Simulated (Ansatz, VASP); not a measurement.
## CdSe (Cadmoselite) in two plane-wave programs

Aim: how closely do two programs agree when they are given the same cell, functional and k mesh?

Main program and level: Ansatz 0.2.0; plane waves, with VASP 6.6.1 beside it; band structure at HSE06 and band structure at HSE03.

## (1) Starting point

The structure is hexagonal, space group P6_3mc (No. 186). The conventional cell has a = 4.299 Å, b = 4.299 Å, c = 7.010 Å, α = 90.00°, β = 90.00°, γ = 120.00°. Nearest to Cd lie 4 Se at 2.63 to 2.64 Å. Nearest to Se lie 4 Cd at 2.63 to 2.64 Å. Farther neighbours and most contacts between anions are not listed.

## (2) Ansatz: band structure, HSE06

Ansatz runs on its default PAW (the set named soft_2) files.

The same path points are solved in both programs, so levels can be compared one by one.

Input file input.yaml:

```yaml
crystal:
  lattice:
    - [4.299, 0.0, 0.0]
    - [-2.1495, 3.7230432109, 0.0]
    - [0.0, 0.0, 7.01]
  atoms:
    - { symbol: Cd, position: [0.3333333333, 0.6666666667, 0.0] }
    - { symbol: Cd, position: [0.6666666667, 0.3333333333, 0.5] }
    - { symbol: Se, position: [0.3333333333, 0.6666666667, 0.37679] }
    - { symbol: Se, position: [0.6666666667, 0.3333333333, 0.87679] }
hamiltonian:
  xc: { exchange: pbe, correlation: pbe, exx: { coeff: 0.25, omega: 0.2 } }
  pseudopotentials: { kind: paw }
kpoints:
  mp_grid: { grid: [4, 4, 2] }
  band_path:
    path:
      - [0.0, 0.0, 0.0]
      - [0.4, 0.0, 0.0]
      - [0.4, 0.2, 0.0]
      - [0.2, 0.2, 0.0]
      - [0.0, 0.0, 0.1]
      - [0.0, 0.0, 0.5]
      - [0.4, 0.0, 0.5]
      - [0.4, 0.2, 0.5]
      - [0.2, 0.2, 0.5]
      - [0.5, 0.0, 0.4]
      - [0.33333, 0.33333, 0.0]
      - [0.33333, 0.33333, 0.5]
    npoints: 1
scf:
  occupations: { method: gaussian, width: 0.02 }
  n_extra_bands: 8
output:
  forces: true
  stress: true
  eigenvalues: true
  write_density: true
  write_potential: true
  elf: true
  volumetric_format: npy
```

On the command line:

```console
> ansatz run input.yaml --threads 4 --pin off --max-ram 9216MiB --backend cpu --events-out ev --progress --plain --runs-dir out
```

Numbers of over 12 decimals in the logs are rounded to 6 here.

Output:

```text
Warning: output.stress: scf.convergence.dr2_threshold = 1e-7 eV (the SCF's general default) is looser than the 4e-10 eV advised for a printed stress (1e-10 eV for each atom of the cell: 4). What an SCF threshold leaves in a stress goes as its square root, and in the free energy as the threshold itself, and one threshold admits the most on a small cell: [figures from the program's tests cut] Set scf.convergence.dr2_threshold to 4e-10 eV or tighter. The threshold is an SCF's pass mark: one that does not reach it within its budget of iterations ends unconverged, or closes short of it on a stop that the run arms, and scf.convergence.dr2_threshold's page says what that costs each kind of run
Warning: output.stress: scf.exx.energy_threshold = 1e-6 eV is looser than the 4e-8 eV advised for a stress under a hybrid functional (1e-8 eV for each atom of the cell: 4). Every SCF of the exchange loop can meet its threshold on dr2 while the loop round them stops early: no threshold on dr2 bounds what that leaves in the stress. Set scf.exx.energy_threshold to 4e-8 eV or tighter. The threshold is the loop's pass mark: a loop that does not reach it within its budget of cycles ends unconverged, and scf.exx.energy_threshold's page has the law
scf.n_extra_bands = 8 over 36 filled bands (N_el = 72.0): the run solves 44 bands
Engine: ansatz 0.2.0, x86_64-unknown-linux-gnu
Pseudopotentials: kind: paw
Pseudopotential: Cd, paw, valence charge 20, recommended cutoff 420 eV (normal), Cd.paw.azcp
Pseudopotential: Se, paw, valence charge 16, recommended cutoff 420 eV (normal), Se.paw.azcp
Functional definition: unnamed
  parameter a_1 = 0.25
  parameter omega_1 = 0.2/angstrom
  exchange = pbe_x + (-a_1)*pbe_x_sr(omega_1) + a_1*exact_x_sr(omega_1)
  correlation = pbe_c
Crystal: 4 atoms, lattice volume = 112.198 Å³
Basis set: ecut = 420 eV, 2189 PW (Γ), exchange–correlation on 60×60×96 points (8 copies of the dense FFT grid, shifted against one another)
Bands: 44, of which v1, the nominal top of the filled ones, is band 36 counted from 1 (35 counted from 0)
Symmetry: 12 space group operations
Space group: P63mc (ITA 186), of the structure as read, at distance tolerance 4.8e-5 Å
k-points: 8 of 32
Non-local potential: Cd, projectors of the file, l = 0: 3, l = 1: 2, l = 2: 2, l = 3: 1
Non-local potential: Se, projectors of the file, l = 0: 2, l = 1: 2, l = 2: 3, l = 3: 1
PAW form: soft (Blöchl's): semilocal exchange-correlation on the pseudo side does not see the compensation charge
PAW frozen core: Cd, regenerated for the run's functional, and the local potential with it (the file was generated under x = pbe(κ = 0.804, μ = 0.219515), c = pbe(β = 0.066725))
PAW frozen core: Se, regenerated for the run's functional, and the local potential with it (the file was generated under x = pbe(κ = 0.804, μ = 0.219515), c = pbe(β = 0.066725))
PAW one-centre angular grid: Cd, 590 points (default); XC on 64 Gauss nodes
PAW one-centre angular grid: Se, 590 points (default); XC on 64 Gauss nodes
Initial density: superposition of atomic densities (neutral atoms: chi_scale 0, normalization atom), corrected by the library's trained network
Initial wavefunctions: pseudopotential atomic-orbital guess
Functional: x = pbe(κ = 0.804, μ = 0.219515), c = pbe(β = 0.066725), warm-up for x = pbe(κ = 0.804, μ = 0.219515) + 0.25 (exact − pbe) at short range (hse, ω = 0.2 Å⁻¹), c = pbe(β = 0.066725)
SCF iter   1: F=—  HF=-27449.472706 eV  |F-HF|=—  |Δ(HF+E_count)|=         —  Δρ=9.68e-4  dr2=1.08e-3  ethr=1.77e-3  ⟨swp⟩=7.5  Hψ=1452  notcnv=0
preconditioner: auto → none  [insulator: Δε(μ)=0.662 eV  Ē_g=12.135 eV  σ=0.020 eV  W_gap=1.00  n_scr=34 (ndim 8)  ℏωp=21.0 eV  f_vac=0.200  D(μ)=0.00/eV (n_scr^D=0)]
iter 2 solved again at ethr=4.76e-8 eV; its pass at ethr=1.50e-6 eV (dr2=3.43e-5 eV) is discarded
SCF iter   2: F=-27449.472754 eV  HF=-27449.472684 eV  |F-HF|=7.02e-5  |Δ(HF+E_count)|=   2.18e-5  Δρ=2.12e-4  dr2=3.44e-5  ethr=4.76e-8  ⟨swp⟩=2.1  Hψ=1797  notcnv=0  defer=1
SCF 1 stopped early in 2 iterations: F = -27449.472754 eV  dr2 = 3.44e-5
  greatest PAW one-centre occupation: 1.000 electrons in one spin orbital (limit 2), on the Cd atom at site 1 (counted from 0), in its partial waves of l = 0
Initial density: handed on by an earlier stage of this run
Initial wavefunctions: those handed on with the density
Functional: x = pbe(κ = 0.804, μ = 0.219515) + 0.25 (exact − pbe) at short range (hse, ω = 0.2 Å⁻¹), c = pbe(β = 0.066725)
Exchange kernel: α = 0.2500, screened, ω = 0.2000 Å⁻¹, Wigner–Seitz truncation, v(0) = 1108.2483 eV·Å³, q-mesh 4×4×2, nearest image of the exchange supercell L = 14.02 Å, pair-density grid 20×20×32, without the augmentation charges, whose exchange is taken in its separable form by FFT convolution over the k-point mesh (sized by the pseudopotential files, 25×25×48 at the most), smooth part of the exact exchange by density-matrix convolution
Frozen-core exchange: fock
SCF iter   1: F=—  HF=-27460.225137 eV  |F-HF|=—  |Δ(HF+E_count)|=         —  Δρ=6.26e-3  dr2=3.58e-2  ethr=4.78e-7  ⟨swp⟩=6.2  Hψ=1578  notcnv=0
preconditioner: auto → none  [insulator: Δε(μ)=1.607 eV  Ē_g=14.109 eV  σ=0.020 eV  W_gap=1.00  n_scr=34 (ndim 8)  ℏωp=21.0 eV  f_vac=0.199  D(μ)=0.00/eV (n_scr^D=0)]
SCF iter   2: F=—  HF=-27460.207485 eV  |F-HF|=—  |Δ(HF+E_count)|=   1.77e-2  Δρ=2.36e-3  dr2=3.67e-3  ethr=4.78e-7  ⟨swp⟩=4.0  Hψ=1238  notcnv=0
SCF iter   3: F=—  HF=-27460.224322 eV  |F-HF|=—  |Δ(HF+E_count)|=   1.68e-2  Δρ=1.57e-3  dr2=1.60e-3  ethr=4.78e-7  ⟨swp⟩=4.1  Hψ=1249  notcnv=0
SCF iter   4: F=—  HF=-27460.224074 eV  |F-HF|=—  |Δ(HF+E_count)|=   2.49e-4  Δρ=5.21e-4  dr2=1.95e-4  ethr=4.78e-7  ⟨swp⟩=3.0  Hψ=898  notcnv=0
SCF iter   5: F=—  HF=-27460.224068 eV  |F-HF|=—  |Δ(HF+E_count)|=   5.40e-6  Δρ=2.08e-5  dr2=3.89e-5  ethr=1.92e-7  ⟨swp⟩=2.0  Hψ=640  notcnv=0
SCF iter   6: F=—  HF=-27460.224364 eV  |F-HF|=—  |Δ(HF+E_count)|=   2.96e-4  Δρ=1.42e-4  dr2=2.05e-5  ethr=4.24e-10  ⟨swp⟩=5.1  Hψ=1394  notcnv=0  defer=1
SCF iter   7: F=-27460.224358 eV  HF=-27460.224357 eV  |F-HF|=6.22e-7  |Δ(HF+E_count)|=   6.94e-6  Δρ=2.01e-5  dr2=1.21e-6  ethr=4.24e-10  ⟨swp⟩=4.0  Hψ=1129  notcnv=0
SCF 2 stopped early in 7 iterations: F = -27460.224358 eV  dr2 = 1.21e-6
  Residual-converged pass: ⟨swp⟩=2.0  Hψ=599  notcnv=0  max |occ|·‖R‖ = 6.1e-6 eV (tolerance 6.7e-6 eV)  dr2=1.21e-6  dr2_onsite=6.78e-8  max |Δocc| = 0.0e0
  greatest PAW one-centre occupation: 1.001 electrons in one spin orbital (limit 2), on the Cd atom at site 1 (counted from 0), in its partial waves of l = 1
hybrid outer 1: dexx = +1.957e-2 eV, tail = 1.26e-4 eV
Exchange kernel: α = 0.2500, screened, ω = 0.2000 Å⁻¹, Wigner–Seitz truncation, v(0) = 1108.2483 eV·Å³, q-mesh 4×4×2, nearest image of the exchange supercell L = 14.02 Å, pair-density grid 20×20×32, without the augmentation charges, whose exchange is taken in its separable form by FFT convolution over the k-point mesh (sized by the pseudopotential files, 25×25×48 at the most), smooth part of the exact exchange by density-matrix convolution
Frozen-core exchange: fock
SCF iter   1: F=—  HF=-27460.224824 eV  |F-HF|=—  |Δ(HF+E_count)|=         —  Δρ=4.86e-5  dr2=8.10e-7  ethr=8.74e-7  ⟨swp⟩=4.0  Hψ=753  notcnv=0
preconditioner: auto → none  [insulator: Δε(μ)=1.654 eV  Ē_g=14.051 eV  σ=0.020 eV  W_gap=1.00  n_scr=34 (ndim 8)  ℏωp=21.0 eV  f_vac=0.204  D(μ)=0.00/eV (n_scr^D=0)]
SCF iter   2: F=—  HF=-27460.224825 eV  |F-HF|=—  |Δ(HF+E_count)|=   1.04e-6  Δρ=1.73e-5  dr2=2.06e-7  ethr=1.00e-9  ⟨swp⟩=4.0  Hψ=1125  notcnv=0
SCF iter   3: F=—  HF=-27460.224825 eV  |F-HF|=—  |Δ(HF+E_count)|=   2.11e-8  Δρ=8.36e-6  dr2=9.20e-8  ethr=1.67e-10  ⟨swp⟩=3.0  Hψ=740  notcnv=0
SCF iter   4: F=—  HF=-27460.224825 eV  |F-HF|=—  |Δ(HF+E_count)|=   4.71e-7  Δρ=1.50e-6  dr2=1.97e-9  ethr=2.54e-11  ⟨swp⟩=4.2  Hψ=1122  notcnv=0  defer=1
SCF iter   5: F=-27460.224825 eV  HF=-27460.224825 eV  |F-HF|=1.60e-10  |Δ(HF+E_count)|=   3.69e-9  Δρ=3.97e-7  dr2=3.17e-10  ethr=2.39e-12  ⟨swp⟩=3.1  Hψ=798  notcnv=0
SCF 3 converged in 5 iterations: F = -27460.224825 eV  dr2 = 3.17e-10
  Residual-converged pass: ⟨swp⟩=3.0  Hψ=708  notcnv=0  max |occ|·‖R‖ = 4.3e-7 eV (tolerance 6.3e-7 eV)  dr2=3.16e-10  dr2_onsite=2.38e-10  max |Δocc| = 0.0e0
hybrid outer 2: dexx = +8.425e-7 eV, tail = 5.79e-8 eV, Δε = 2.64e-3 eV (about 8.88e-5 eV left of the loop's levels), ΔF = 1.43e-3 eV/Å (tail 6.93e-4)
NSCF: frozen V_eff on 12 k-points
hybrid SCF converged: 2 outer / 12 inner (+2 warm-up), last move |dexx| = 8.43e-7 eV, tail = 5.79e-8 eV
Stability not checked: this state was not tested for a lower state beside it, because the functional holds exact exchange (a hybrid, or Hartree-Fock), whose exchange loop this test does not read (fock_operator; see scf.lower_state_search)
Free energy (F): -27460.224826 eV
Frozen-core exchange: fock
Harris-Foulkes:  -27460.224826 eV  (|F-HF|=1.60e-10)
Internal energy: -27460.224826 eV  (E = F + TS)
E sigma→0 (E₀):  -27460.224826 eV
Fermi energy:    7.759776 eV
--- Per-component energies (eV) ---
  E_band       = -1987.887737
  E_kinetic    = 1248.856758
  E_local      = -12772.071407  (includes V_loc(G=0)·N_el)
  E_nonlocal   = -1124.263233
  E_hartree    = 6082.146864
  E_xc         = -449.064202
  E_vxc        = -507.891757  (∫ρ·V_xc dr)
  E_exx        = -314.453201  (= α·E_x^exact, valence–valence)
  E_paw        = -11797.159606  (= ΣΔE_a)
  E_vpaw       = -367.908251  (= ΣTr[D̂ρ^β])
  E_aug_tail   = -0.001172  (compensation charges beyond the density's cutoff)
  E_ewald      = -8330.869200
  E_core_change = -3.346427  (= ΣΔE_core)
  E_smearing   = -0.000000  (= −TS)
  E_closure    = 0.000000  (closes the sum)
  Σ components = -27460.224826   (vs F -27460.224826, Δ=3.64e-12)
--- Forces (eV/Å), atoms counted from 1 ---
  atom   1  Cd     0.00000000    -0.00000000     0.04352524
  atom   2  Cd     0.00000000     0.00000000     0.04352524
  atom   3  Se     0.00000000    -0.00000000    -0.04354893
  atom   4  Se     0.00000000     0.00000000    -0.04354893
  max |Σ_I F_I| component: 4.74e-5 eV/Å
--- Stress (GPa, compression-positive) ---
        2.031228       0.000000       0.000000
       -0.000000       2.031228       0.000000
        0.000000       0.000000       1.562790
  P = ⅓ Tr σ = 1.8751 GPa (18.751 kbar)
--- Band table (eV; the first three rows and the last of 8) ---
  k-point 0: bands = [... 32 lower, 6.1099, 6.8953, 6.9326, 6.9326, 8.5868, 10.1306, 13.8504, 13.8504, ... 4 higher]
  k-point 1: bands = [... 32 lower, 6.5030, 6.5030, 6.5030, 6.5030, 10.3108, 10.3108, 13.8282, 13.8282, ... 4 higher]
  k-point 2: bands = [... 32 lower, 4.7242, 5.4646, 6.3976, 6.5128, 10.5214, 11.4271, 13.1113, 13.8869, ... 4 higher]
  k-point 7: bands = [... 32 lower, 4.7288, 4.7288, 5.6581, 5.6581, 11.6842, 11.6842, 13.5107, 13.5107, ... 4 higher]
```

Run time: 25 s. Hardware: 4 threads of Intel Xeon 6975P-C (Granite Rapids), shared host; peak memory 1.2 GiB.

The column dr2 measures how far the density is from self-consistency, as an energy; F and HF (Harris–Foulkes) agree once it is small.

(Part 1 of 2 ends here.)

[Lines on the potential files, build, host, timing and source positions are cut from VASP's logs without a mark.]

[Logs are printed without paths, hosts, clocks, repeated set-up lines and the standing remarks that a program may print on its own settings, such as how far it seeks lower states.]

[Hosts, paths, dates, database ids (printed as entryN), source tags and the programs' standing remarks are cut or masked in the printed files.]
